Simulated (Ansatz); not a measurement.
# Molecular dynamics of SiNi

Input file:

```yaml
accuracy: low
crystal:
  lattice:
    - [0.0, 4.641937, 4.641937]
    - [4.641937, 0.0, 4.641937]
    - [4.641937, 4.641937, 0.0]
  atoms:
    - { symbol: Si, position: [0.43005, 0.43005, 0.43005] }
    - { symbol: Si, position: [0.93005, 0.43005, 0.20985] }
    - { symbol: Si, position: [0.20985, 0.93005, 0.43005] }
    - { symbol: Si, position: [0.43005, 0.20985, 0.93005] }
    - { symbol: Ni, position: [0.0735, 0.0735, 0.0735] }
    - { symbol: Ni, position: [0.5735, 0.0735, 0.2795] }
    - { symbol: Ni, position: [0.2795, 0.5735, 0.0735] }
    - { symbol: Ni, position: [0.0735, 0.2795, 0.5735] }
    - { symbol: Si, position: [0.93005, 0.93005, 0.93005] }
    - { symbol: Si, position: [0.43005, 0.93005, 0.70985] }
    - { symbol: Si, position: [0.70985, 0.43005, 0.93005] }
    - { symbol: Si, position: [0.93005, 0.70985, 0.43005] }
    - { symbol: Ni, position: [0.5735, 0.5735, 0.5735] }
    - { symbol: Ni, position: [0.0735, 0.5735, 0.7795] }
    - { symbol: Ni, position: [0.7795, 0.0735, 0.5735] }
    - { symbol: Ni, position: [0.5735, 0.7795, 0.0735] }
basis:
  ecutwfc: 420.0
kpoints:
  mp_grid: { grid: [2, 2, 2] }
hamiltonian:
  xc: pbe
  pseudopotentials: { kind: paw, azcp: { folder: soft_1 } }
scf:
  occupations: { method: fermi_dirac, width: 0.3 }
  lower_state_search: "off"
md:
  timestep: 2.25
  n_steps: 300
  ensemble: nvt_nose_hoover
  temperature: 3500.0
  initial_velocities: maxwell_boltzmann
  seed: 442461
  nose_hoover: { tau: 50.0, chain_length: 3 }
```

Launched with:

```bash
$ ansatz run input.yaml --threads 2 --pin off --max-ram 5120MiB --backend cpu --events-out ev --progress --plain --runs-dir out
```

It starts from an unrelaxed structure (largest force component 0.51 eV/Å).

Output, in part (step lines):

```
md step     0: t =     0.00 fs  T =  3500.0 K  F+E_penalty+E_count = -51811.06602667 eV  E_kin = 6.786150 eV  conserved = -51804.27987672 eV  (10 SCF iters)
md step     1: t =     2.25 fs  T =  3412.0 K  F+E_penalty+E_count = -51810.89569782 eV  E_kin = 6.615590 eV  conserved = -51804.28019237 eV  (9 SCF iters)
md step     2: t =     4.50 fs  T =  3270.0 K  F+E_penalty+E_count = -51810.61954313 eV  E_kin = 6.340218 eV  conserved = -51804.28019617 eV  (9 SCF iters)
md step     3: t =     6.75 fs  T =  3077.2 K  F+E_penalty+E_count = -51810.24266713 eV  E_kin = 5.966330 eV  conserved = -51804.27963389 eV  (9 SCF iters)
md step     4: t =     9.00 fs  T =  2841.7 K  F+E_penalty+E_count = -51809.77960846 eV  E_kin = 5.509748 eV  conserved = -51804.27826578 eV  (9 SCF iters)
md step     5: t =    11.25 fs  T =  2578.0 K  F+E_penalty+E_count = -51809.25733274 eV  E_kin = 4.998460 eV  conserved = -51804.27600847 eV  (5 SCF iters)
md step     6: t =    13.50 fs  T =  2306.9 K  F+E_penalty+E_count = -51808.71574919 eV  E_kin = 4.472802 eV  conserved = -51804.27308842 eV  (4 SCF iters)
md step     7: t =    15.75 fs  T =  2053.4 K  F+E_penalty+E_count = -51808.20370514 eV  E_kin = 3.981348 eV  conserved = -51804.27008888 eV  (4 SCF iters)
[... lines left out ...]
md step   299: t =   672.75 fs  T =  2994.3 K  F+E_penalty+E_count = -51804.96697173 eV  E_kin = 5.805661 eV  conserved = -51804.25684255 eV  (5 SCF iters)
md step   300: t =   675.00 fs  T =  3118.5 K  F+E_penalty+E_count = -51805.13303491 eV  E_kin = 6.046451 eV  conserved = -51804.25778540 eV  (9 SCF iters)
```

The steps, from the saved trajectory:

```csv
time (fs),T (K),potential energy less start (eV),conserved less start (meV/atom)
0.0,3500,0.000,0.00
22.5,1614,3.799,0.80
45.0,2150,3.616,0.03
67.5,2062,4.820,0.54
90.0,2700,4.606,0.55
112.5,2875,5.040,0.58
135.0,3225,5.550,0.69
157.5,3787,5.639,1.39
180.0,4511,5.124,1.11
202.5,3572,7.050,0.94
225.0,3109,7.987,1.14
247.5,4037,6.597,1.02
270.0,3682,7.537,1.30
292.5,3987,7.009,1.41
315.0,3331,7.850,1.07
337.5,2787,8.372,1.51
360.0,3174,7.179,0.86
382.5,2942,7.395,0.91
405.0,2952,7.516,1.26
427.5,3546,6.987,1.15
450.0,3688,7.730,1.87
472.5,3976,8.259,1.54
495.0,4541,7.778,0.27
517.5,4025,9.049,1.30
540.0,4450,8.066,1.20
562.5,2896,10.056,1.92
585.0,4125,6.047,1.16
607.5,2913,6.567,1.33
630.0,2903,5.840,0.74
652.5,2456,6.668,1.07
675.0,3118,5.933,1.38
```

The run went to its last step. The conserved energy stayed within 2.4 meV per atom of its start (net change 1.4 meV per atom), so the integration is sound. A run of 0.68 ps of so small a system gives no equilibrium averages. Spin polarisation was left off. Limits of this set-up: coarse k mesh, magnetic elements without spin, low accuracy level.

Mean squared displacements from the first frame to the last, about the centre of mass: Si 1.00 Å², Ni 0.77 Å².

Last frame:

```xyz
16
Lattice="0.0000 4.6419 4.6419 4.6419 0.0000 4.6419 4.6419 4.6419 0.0000" Properties=species:S:1:pos:R:3
Si 3.823 3.179 3.341
Si 4.282 5.237 6.739
Si 6.482 2.614 6.291
Si 4.651 5.952 2.763
Ni 0.031 0.937 -0.155
Ni 1.815 4.304 3.522
Ni 2.407 1.131 3.268
Ni 4.174 3.044 1.264
Si 8.431 8.418 8.180
Si 7.516 5.810 5.653
Si 6.338 8.258 6.249
Si 6.217 6.233 7.488
Ni 5.530 6.201 5.115
Ni 6.159 3.386 4.151
Ni 3.059 6.050 4.685
Ni 4.045 3.142 5.865
```

Run time: 17 min on 2 threads of Arm Neoverse V2, on a shared host, peak memory 0.81 GiB.
